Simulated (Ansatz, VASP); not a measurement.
## Te2Mo in two plane-wave programs

Aim: how closely do two programs agree when they are given the same cell, functional and k mesh? The structure shown is the start of the Ansatz relaxation below; VASP solves that cell, so the two are compared at the walk's first step.

Calculated with Ansatz 0.2.0; plane waves, with VASP 6.6.1 beside it; single point at PBEsol.

## Step 1: Starting point

The cell holds 3 atoms: 1 Mo and 2 Te. Its edges and angles: a = 4.428 Å, b = 4.428 Å, c = 34.400 Å, α = 90.0°, β = 90.0°, γ = 120.0°. Vacuum lies along c.

## Step 2: Ansatz: relaxation, PBEsol

Ansatz runs on its PAW soft_1 files.

The two programs are compared at the cell with which this relaxation starts, whose forces are those of its first step.

File input.yaml:

```yaml
crystal:
  lattice:
    - [4.42844324, 0.0, 0.0]
    - [-2.21422162, 3.8351443451, 0.0]
    - [0.0, 0.0, 34.4]
  atoms:
    - { symbol: Mo, position: [0.0, 0.0, 0.5] }
    - { symbol: Te, position: [0.3333333333, 0.6666666667, 0.5523094446] }
    - { symbol: Te, position: [0.6666666667, 0.3333333333, 0.4476905554] }
  periodic: [true, true, false]
kpoints:
  mp_grid: { grid: [6, 6, 1] }
hamiltonian:
  xc: pbesol
  pseudopotentials: { kind: paw, azcp: { folder: soft_1 }, xc_functional: pbe }
scf:
  occupations: { method: fermi_dirac, width: 0.02 }
relax:
  f_tol: 0.01
  max_steps: 100
  cell: {}
```

Started as:

```
$ ansatz run input.yaml --threads 4 --pin off --max-ram 17510MiB --backend cpu --events-out ev --progress --plain --runs-dir out
```

Numbers of over 12 decimals in the logs are rounded to 6 here.

What it wrote:

```text
Engine: ansatz 0.2.0, aarch64-unknown-linux-gnu
Pseudopotentials: kind: paw
Pseudopotential: Mo, paw, valence charge 14, recommended cutoff 420 eV (normal), soft_1/Mo.paw.azcp
Pseudopotential: Te, paw, valence charge 16, recommended cutoff 420 eV (normal), soft_1/Te.paw.azcp
Functional definition: PBEsol
  exchange = pbesol_x
  correlation = pbesol_c
Crystal: 3 atoms, lattice volume = 584.240 Å³
Basis set: ecut = 420 eV, 11509 PW (Γ), exchange–correlation on 60×60×480 points (8 copies of the dense FFT grid, shifted against one another)
Bands: 28, of which v1, the nominal top of the filled ones, is band 23 counted from 1 (22 counted from 0)
Symmetry: 12 space group operations
Space group: P-3m1 (ITA 164), of the structure as read, at distance tolerance 8.4e-5 Å
k-points: 7 of 36
Non-local potential: Mo, projectors of the file, l = 0: 3, l = 1: 2, l = 2: 2, l = 3: 1
Non-local potential: Te, projectors of the file, l = 0: 2, l = 1: 2, l = 2: 2, l = 3: 1
PAW form: soft (Blöchl's): semilocal exchange-correlation on the pseudo side does not see the compensation charge
PAW frozen core: Mo, regenerated for the run's functional, and the local potential with it (the file was generated under x = pbe(κ = 0.804, μ = 0.219515), c = pbe(β = 0.066725))
PAW frozen core: Te, regenerated for the run's functional, and the local potential with it (the file was generated under x = pbe(κ = 0.804, μ = 0.219515), c = pbe(β = 0.066725))
PAW one-centre angular grid: Mo, 590 points (default); XC on 64 Gauss nodes
PAW one-centre angular grid: Te, 590 points (default); XC on 64 Gauss nodes
Initial density: superposition of atomic densities (neutral atoms: chi_scale 0, normalization atom)
Initial wavefunctions: pseudopotential atomic-orbital guess
Functional: x = pbesol(κ = 0.804, μ = 0.123457), c = pbesol(β = 0.046)
SCF iter   1: F=—  HF=-18699.286245 eV  |F-HF|=—  |Δ(HF+E_count)|=         —  Δρ=3.01e-2  dr2=1.32e1  ethr=3.10e-3  ⟨swp⟩=14.4  Hψ=1220  notcnv=0
preconditioner: auto → LDOS  [insulator: Δε(μ)=0.079 eV  Ē_g=5.950 eV  σ=0.020 eV  W_gap=0.74  n_scr=60 (ndim 8)  ℏωp=6.5 eV  f_vac=0.772  D(μ)=1.05/eV (n_scr^D=6)  ε∞_Penn≈2.2  β→1.0]
SCF iter   2: F=—  HF=-18698.858333 eV  |F-HF|=—  |Δ(HF+E_count)|=   4.28e-1  Δρ=3.94e-2  dr2=2.72e1  ethr=3.10e-3  ⟨swp⟩=4.1  Hψ=541  notcnv=0
SCF iter   3: F=—  HF=-18697.407103 eV  |F-HF|=—  |Δ(HF+E_count)|=    1.45e0  Δρ=7.94e-3  dr2=2.79e-1  ethr=3.10e-3  ⟨swp⟩=3.6  Hψ=416  notcnv=1  defer=2
SCF iter   4: F=—  HF=-18697.565819 eV  |F-HF|=—  |Δ(HF+E_count)|=   1.59e-1  Δρ=1.25e-2  dr2=1.93e0  ethr=6.07e-4  ⟨swp⟩=3.0  Hψ=385  notcnv=0  defer=2  recentre
SCF iter   5: F=—  HF=-18697.461419 eV  |F-HF|=—  |Δ(HF+E_count)|=   1.04e-1  Δρ=8.87e-3  dr2=8.67e-1  ethr=6.07e-4  ⟨swp⟩=2.9  Hψ=344  notcnv=0
SCF iter   6: F=—  HF=-18697.405911 eV  |F-HF|=—  |Δ(HF+E_count)|=   5.55e-2  Δρ=3.43e-3  dr2=1.18e-1  ethr=6.07e-4  ⟨swp⟩=2.1  Hψ=243  notcnv=0
SCF iter   7: F=—  HF=-18697.398182 eV  |F-HF|=—  |Δ(HF+E_count)|=   7.73e-3  Δρ=1.35e-3  dr2=1.48e-2  ethr=2.56e-4  ⟨swp⟩=2.0  Hψ=254  notcnv=0
SCF iter   8: F=—  HF=-18697.397297 eV  |F-HF|=—  |Δ(HF+E_count)|=   8.84e-4  Δρ=3.63e-4  dr2=1.17e-3  ethr=3.21e-5  ⟨swp⟩=2.1  Hψ=286  notcnv=0
SCF iter   9: F=—  HF=-18697.397209 eV  |F-HF|=—  |Δ(HF+E_count)|=   8.80e-5  Δρ=1.44e-4  dr2=2.21e-4  ethr=2.55e-6  ⟨swp⟩=2.4  Hψ=245  notcnv=0
SCF iter  10: F=—  HF=-18697.397198 eV  |F-HF|=—  |Δ(HF+E_count)|=   1.12e-5  Δρ=1.27e-4  dr2=1.15e-4  ethr=4.81e-7  ⟨swp⟩=1.9  Hψ=227  notcnv=0
SCF iter  11: F=—  HF=-18697.397188 eV  |F-HF|=—  |Δ(HF+E_count)|=   1.00e-5  Δρ=9.07e-6  dr2=6.38e-7  ethr=2.50e-7  ⟨swp⟩=1.7  Hψ=216  notcnv=0
SCF iter  12: F=—  HF=-18697.397311 eV  |F-HF|=—  |Δ(HF+E_count)|=   1.23e-4  Δρ=2.53e-6  dr2=8.34e-8  ethr=2.17e-10  ⟨swp⟩=5.3  Hψ=1006  notcnv=0
SCF iter  13: F=-18697.397311 eV  HF=-18697.397311 eV  |F-HF|=4.36e-9  |Δ(HF+E_count)|=   1.97e-8  Δρ=4.46e-7  dr2=1.31e-9  ethr=1.81e-10  ⟨swp⟩=3.4  Hψ=648  notcnv=0
SCF 1 converged in 13 iterations: F = -18697.397311 eV  dr2 = 1.31e-9
  greatest PAW one-centre occupation: 0.998 electrons in one spin orbital (limit 2), on the Mo atom at site 0 (counted from 0), in its partial waves of l = 0
relax step   1: F+E_penalty+E_count = -18697.39731125 eV  Δ(F+E_penalty+E_count) = +0.000e0 eV  max|allowed force component| = 2.251e0 eV/Å  Δτ_max = 0.0000 Å  P = -11.355 N/m  Ω = 584.240 Å³  fix = [c, alpha, beta]  reactions: c -0.000 N/m  (13 SCF iters, dr2 threshold 1.00e-7 eV, accepted)
[...]
relax step   7: F+E_penalty+E_count = -18700.97988402 eV  Δ(F+E_penalty+E_count) = -1.180e-1 eV  max|allowed force component| = 2.281e-1 eV/Å  Δτ_max = 0.1286 Å  P = +1.080 N/m  Ω = 339.842 Å³  energy of the carried Pulay correction = +8.216e-3 eV  fix = [c, alpha, beta]  reactions: c +0.000 N/m  (7 SCF iters, dr2 threshold 3.00e-7 eV, accepted)
[...]
relax step   8: F+E_penalty+E_count = -18700.99665779 eV  Δ(F+E_penalty+E_count) = -1.677e-2 eV  max|allowed force component| = 1.455e-2 eV/Å  Δτ_max = 0.0416 Å  P = -0.138 N/m  Ω = 350.587 Å³  energy of the carried Pulay correction = +7.660e-3 eV  fix = [c, alpha, beta]  reactions: c -0.000 N/m  (6 SCF iters, dr2 threshold 3.00e-7 eV, accepted)
[...]
relax step   9: F+E_penalty+E_count = -18700.99691582 eV  Δ(F+E_penalty+E_count) = -2.580e-4 eV  max|allowed force component| = 6.248e-5 eV/Å  Δτ_max = 0.0036 Å  P = -0.000 N/m  Ω = 349.423 Å³  energy of the carried Pulay correction = +7.719e-3 eV  fix = [c, alpha, beta]  reactions: c -0.000 N/m  (5 SCF iters, dr2 threshold 2.58e-8 eV, accepted)
[...]
relax step  10: F+E_penalty+E_count = -18700.99363119 eV  Δ(F+E_penalty+E_count) = +3.285e-3 eV  max|allowed force component| = 1.256e-3 eV/Å  Δτ_max = 0.0000 Å  P = -0.021 N/m  Ω = 349.423 Å³  fix = [c, alpha, beta]  reactions: c -0.000 N/m  stress off target by 2.09e-2 N/m on what of the cell is left free  SCF on the basis re-selected at this cell (its energy is not comparable with the rows above)  (7 SCF iters)
basis re-selected at this cell: Δ(F+E_penalty+E_count) = +3.285e-3 eV, ΔP = -0.021 N/m vs the last step (what re-selecting the basis moved, of the pressure what is left beyond the Pulay correction that the steps carried, after the strain that the cell walked since its last selection, with what the two solves' SCF thresholds leave and, on support functions, any second-order correction that the steps lacked; it is no measure of the basis error at this ecutwfc). The dense FFT grid was sized anew with the basis: this SCF ran on 24×24×240 points, the steps before it on 30×30×240, so part of this shift can come from that change (see relax.cell in the input reference). [rest of the remark cut]
SCF converged after 7 iterations
Free energy (F): -18700.993631 eV
Harris-Foulkes:  -18700.993631 eV  (|F-HF|=1.42e-10)
Internal energy: -18700.990496 eV  (E = F + TS)
E sigma→0 (E₀):  -18700.992064 eV
Entropy (-TS):   -0.003135 eV (-1.045 meV/atom)
Fermi energy:    -4.124992 eV
--- Per-component energies (eV) ---
  E_band       = -1362.781530
  E_kinetic    = 769.370698
  E_local      = -130341.527395  (includes V_loc(G=0)·N_el)
  E_nonlocal   = 289.078934
  E_hartree    = 64649.611211
  E_xc         = -418.616399
  E_vxc        = -423.515764  (∫ρ·V_xc dr)
  E_paw        = -12342.955696  (= ΣΔE_a)
  E_vpaw       = -955.410823  (= ΣTr[D̂ρ^β])
  E_aug_tail   = 0.000217  (compensation charges beyond the density's cutoff)
  E_ewald      = 58693.089011
  E_core_change = 0.958922  (= ΣΔE_core)
  E_smearing   = -0.003135  (= −TS)
  E_closure    = -0.000000  (closes the sum)
  Σ components = -18700.993631   (vs F -18700.993631, Δ=0.00e0)
--- Forces (eV/Å), atoms counted from 1 ---
  atom   1  Mo     0.00000000     0.00000000     0.00000000
  atom   2  Te     0.00000000     0.00000000     0.00125621
  atom   3  Te     0.00000000     0.00000000    -0.00125621
  max |Σ_I F_I| component: 0.00e0 eV/Å
--- 2D stress c σ (N/m, compression-positive) ---
       -0.020937      -0.000000      -0.000000
       -0.000000      -0.020937      -0.000000
       -0.000000      -0.000000      -0.000000
  P = ½ c Tr σ = -0.0209 N/m
--- Relaxed structure (9 steps of the walk, 9 accepted, 1 SCFs on fresh bases) ---
  F+E_penalty+E_count = -18700.99363119 eV   max|allowed force component| = 1.256e-3 eV/Å   (the final SCF, on the basis selected at the relaxed cell)
  cell:  # Å, volume = 349.4228 Å³
    - [3.424768, 0, 0]
    - [-1.712384, 2.965936, 0]
    - [0, 0, 34.4]
  atoms:
    - { symbol: Mo, position: [0, 0, 0.5] }
    - { symbol: Te, position: [0.333333, 0.666667, 0.554315] }
    - { symbol: Te, position: [0.666667, 0.333333, 0.445685] }
```

Reading the cycles: dr2 is the Hartree energy of the density residual (eV), the measure of convergence; HF is the Harris–Foulkes estimate of the energy, which meets the free energy F at convergence.

## Step 3: VASP: single point, PBEsol, start cell

The same cell, functional, mesh and smearing now go to VASP, with its own data sets.

Lines of VASP's logs that name or quote its potential files are left out, and so is its time.

File INCAR:

```
SYSTEM = Te2Mo
PREC = Accurate
ENCUT = 400
EDIFF = 1E-06
NELM = 120
ISMEAR = -1
SIGMA = 0.02
LREAL = .FALSE.
ALGO = Normal
GGA = PS
NBANDS = 19
LASPH = .TRUE.
LORBIT = 11
LWAVE = .FALSE.
LCHARG = .FALSE.
ISIF = 2
LDIPOL = .TRUE.
IDIPOL = 3
DIPOL = 0.5 0.5 0.5
LVHAR = .TRUE.
GGA_COMPAT = .FALSE.
NELMDL = -8
```

File POSCAR:

```
Te2Mo
1.0
    4.4284430000      0.0000000000      0.0000000000
   -2.2142220000      3.8351440000      0.0000000000
    0.0000000000      0.0000000000     34.4000000000
Mo Te
1 2
Direct
    0.0000000000      0.0000000000      0.5000000000
    0.3333334521      0.6666667536      0.5523094477
    0.6666667738      0.3333332464      0.4476905523
```

File KPOINTS:

```
Automatic mesh
0
Gamma
6 6 1
0 0 0
```

PAW data sets: Mo_sv and Te (PBE family, release 64).

Started as:

```
$ mpirun -np 1 vasp_std
```

What it wrote:

```text
[banner, memory and clock lines left out]
running    1 mpi-ranks, on    1 nodes
 distrk:  each k-point on    1 cores,    1 groups
 distr:  one band on    1 cores,    1 groups

 POSCAR found type information on POSCAR MoTe
 POSCAR found :  2 types and       3 ions
|                                                                             |
|               ----> ADVICE to this user running VASP <----                  |
|                                                                             |
|     You enforced a specific xc type in the INCAR file but a different       |
|     [... a line on the potential file left out ...]
|     I HOPE YOU KNOW WHAT YOU ARE DOING!                                     |
|                                                                             |

 LDA part: xc-table for (Slater+PW92), standard interpolation
 POSCAR, INCAR and KPOINTS ok, starting setup
 FFT: planning ... GRIDC
 FFT: planning ... GRID_SOFT
 FFT: planning ... GRID
 WAVECAR not read
 entering main loop
       N       E                     dE             d eps       ncg     rms          rms(c)
DAV:   1     0.106097267500E+03    0.10610E+03   -0.10013E+04   378   0.747E+02
DAV:   2    -0.340035259898E+01   -0.10950E+03   -0.10649E+03   357   0.152E+02
DAV:   3    -0.169703499811E+02   -0.13570E+02   -0.13184E+02   404   0.433E+01
DAV:   4    -0.174179753332E+02   -0.44763E+00   -0.43371E+00   396   0.813E+00
DAV:   5    -0.174294657298E+02   -0.11490E-01   -0.11420E-01   349   0.134E+00
DAV:   6    -0.174297102659E+02   -0.24454E-03   -0.24452E-03   395   0.179E-01
DAV:   7    -0.174297129726E+02   -0.27067E-05   -0.27062E-05   352   0.188E-02
DAV:   8    -0.174297130530E+02   -0.80445E-07   -0.80363E-07   294   0.263E-03    0.905E+00
DAV:   9    -0.198386314287E+02   -0.24089E+01   -0.54427E+01   266   0.226E+01    0.174E+01
DAV:  10    -0.157227977617E+02    0.41158E+01   -0.35972E+01   266   0.195E+01    0.458E+00
DAV:  11    -0.156319916383E+02    0.90806E-01   -0.74906E-01   293   0.380E+00    0.242E+00
DAV:  12    -0.155473474296E+02    0.84644E-01   -0.30588E-01   299   0.220E+00    0.118E+00
DAV:  13    -0.155511623187E+02   -0.38149E-02   -0.57725E-02   306   0.886E-01    0.928E-01
DAV:  14    -0.155418485122E+02    0.93138E-02   -0.16604E-02   304   0.450E-01    0.423E-01
[...]
DAV:  22    -0.155409344653E+02   -0.42617E-04   -0.96691E-06   317   0.105E-02    0.589E-03
DAV:  23    -0.155409651574E+02   -0.30692E-04   -0.94475E-07   253   0.362E-03    0.418E-03
DAV:  24    -0.155409834715E+02   -0.18314E-04   -0.64519E-07   235   0.289E-03    0.100E-03
DAV:  25    -0.155409926060E+02   -0.91345E-05   -0.12863E-07   205   0.110E-03    0.947E-04
DAV:  26    -0.155409967483E+02   -0.41424E-05   -0.13997E-07   184   0.102E-03    0.842E-04
DAV:  27    -0.155409979553E+02   -0.12070E-05   -0.28180E-08   181   0.610E-04    0.401E-04
DAV:  28    -0.155409989745E+02   -0.10192E-05   -0.12530E-08   172   0.351E-04    0.160E-04
DAV:  29    -0.155409992377E+02   -0.26313E-06   -0.13078E-09   175   0.168E-04
   1 F= -.15540999E+02 E0= -.15536186E+02  d E =-.962666E-02
```

From OUTCAR (step 3):

```text
ion  position               nearest neighbor table
   1  0.000  0.000  0.500-   3 3.13   2 3.13   2 3.13   3 3.13   2 3.13   3 3.13
   2  0.333  0.667  0.552-   1 3.13   1 3.13   1 3.13
   3  0.667  0.333  0.448-   1 3.13   1 3.13   1 3.13

  LATTYP: Found a hexagonal cell.
 ALAT       =     4.4284430000
 C/A-ratio  =     7.7679672065

 Subroutine GETGRP returns: Found 12 space group operations
 (whereof 12 operations were pure point group operations)

The static configuration has the point symmetry D_3d.

 Found      7 irreducible k-points:

   k-points           NKPTS =      7   k-points in BZ     NKDIM =      7   number of bands    NBANDS=     19

   dimension x,y,z NGX =    30 NGY =   30 NGZ =  224
   dimension x,y,z NGXF=    60 NGYF=   60 NGZF=  448

   ENCUT  =  400.0 eV  29.40 Ry    5.42 a.u.   7.22  7.22 56.10*2*pi/ulx,y,z

   NELECT =      26.0000    total number of electrons

 k-points in reciprocal lattice and weights: Automatic mesh
   0.00000000  0.00000000  0.00000000       0.028
   0.16666667 -0.00000000  0.00000000       0.167
   0.33333333 -0.00000000  0.00000000       0.167
   0.50000000 -0.00000000  0.00000000       0.083
   0.16666667  0.16666667  0.00000000       0.167
   0.33333333  0.16666667  0.00000000       0.333
   0.33333333  0.33333333  0.00000000       0.056

 dipolmoment           0.000000      0.000000     -0.000000 electrons x Angstroem

 average (electrostatic) potential at core
       1 -85.5529       2 -97.3036       3 -97.3036

 E-fermi :  -3.4618

 k-point     1 :       0.0000    0.0000    0.0000
  band No.  band energies     occupation
    ...
     10      -4.1769      2.00000
     11      -3.8027      2.00000
     12      -3.8027      2.00000
     13      -3.4713      1.23143
     14      -3.4713      1.23141
     15      -3.4209      0.22837
     16      -1.4639      0.00000
     17      -1.4639      0.00000
     18      -0.0141      0.00000
     19       0.7919      0.00000

 k-point     2 :       0.1667   -0.0000    0.0000
  band No.  band energies     occupation
    ...
      9      -5.4254      2.00000
     10      -4.7918      2.00000
     11      -4.2268      2.00000
     12      -4.0030      2.00000
     13      -3.7213      2.00000
     14      -3.1745      0.00000
     15      -3.0053      0.00000
     16      -2.0549      0.00000
     17      -1.5944      0.00000
     18       0.7181      0.00000
    ...

 k-point     3 :       0.3333   -0.0000    0.0000
  band No.  band energies     occupation
    ...
      9      -5.5000      2.00000
     10      -5.3809      2.00000
     11      -4.4718      2.00000
     12      -4.4540      2.00000
     13      -3.8321      2.00000
     14      -3.2652      0.00011
     15      -3.0519      0.00000
     16      -1.8637      0.00000
     17      -1.6000      0.00000
     18       0.5241      0.00000
    ...

  Total      -12.1108832    -12.1108823     -8.1772230      0.0000016     -0.0000000      0.0000000
  in kB      -33.2120147    -33.2120123    -22.4246279      0.0000043     -0.0000000      0.0000000
  external PRESSURE =     -29.6162183 kB  Pullay stress =       0.0000000 kB

  energy-cutoff  :      400.00
  volume of cell :      584.24
      direct lattice vectors                 reciprocal lattice vectors
     4.428443000  0.000000000  0.000000000     0.225813000  0.130373231  0.000000000
    -2.214222000  3.835144000  0.000000000     0.000000000  0.260746402  0.000000000
     0.000000000  0.000000000 34.400000000     0.000000000  0.000000000  0.029069767

 POSITION                                       TOTAL-FORCE (eV/Angst)
 -----------------------------------------------------------------------------------
      0.00000      0.00000     17.20000         0.000000     -0.000000     -0.000000
      0.00000      2.55676     18.99945         0.000000     -0.000000     -2.244764
      2.21422      1.27838     15.40055        -0.000000      0.000000      2.244764
 -----------------------------------------------------------------------------------
    total drift:                               -0.000298     -0.000000     -0.000000

  FREE ENERGIE OF THE ION-ELECTRON SYSTEM (eV)
  ---------------------------------------------------
  free  energy   TOTEN  =       -15.5409992377 eV

  energy  without entropy=      -15.5313725815  energy(sigma->0) =      -15.53618591

 vacuum level on the upper side and lower side of the slab         1.681         1.681

 total charge
# of ion       s       p       d       tot
------------------------------------------
    1        2.213   6.044   3.582  11.839
    2        1.389   1.840   0.018   3.247
    3        1.389   1.840   0.018   3.247
--------------------------------------------------
tot          4.992   9.723   3.617  18.332

[... 3 further parts left out ...]
```

This run has no spin polarisation, so a moment on Mo, if there is one, isn't seen.

## Step 4: Side by side

Known differences besides the potentials themselves: Ansatz cuts the interaction across the vacuum, VASP repeats the sheet with a dipole correction; the data sets hold 46 valence electrons in Ansatz (on its PAW soft_1 files) and 26 in VASP; the cutoff is 420 eV in Ansatz and 400 eV in VASP; Ansatz makes its cores anew for this functional, VASP keeps those of its PBE data sets. Total energies have different zeros and are not compared.

Forces (eV/Å; atoms numbered as in POSCAR):

```
atom        Ansatz x, y, z          VASP x, y, z
 Mo1   0.000, 0.000, 0.000   0.000, 0.000, 0.000
 Te2  0.000, 0.000, -2.251  0.000, 0.000, -2.245
 Te3   0.000, 0.000, 2.251   0.000, 0.000, 2.245
```

The forces differ by 2.8 meV/Å r.m.s., which is 0.3 % of the r.m.s. force of 1.058 eV/Å (both taken over all components). With vacuum in the cell, a pressure given here is an average over mostly empty space and none of the material.

## Step 5: Summary of results

- r.m.s. force difference (single point, PBEsol, start cell): 0.27 % of the r.m.s. force

The r.m.s. force difference is 0.27 % of the r.m.s. force (single point, PBEsol, start cell), within the 3 % picked in this series as the mark of a large difference. The data sets hold unlike numbers of valence electrons (46 in Ansatz and 26 in VASP), so part of the differences comes from the potentials. Such differences can come from data sets, numerical settings and the points named under the comparisons, not from the functional's error against experiment.

[Lines on the potential files, build, host, timing and source positions are cut from VASP's logs without a mark.]

[Logs are printed without paths, hosts, clocks, repeated set-up lines and the standing remarks that a program may print on its own settings, such as how far it seeks lower states.]

[Hosts, paths, dates, database ids (printed as entryN), source tags and the programs' standing remarks are cut or masked in the printed files.]
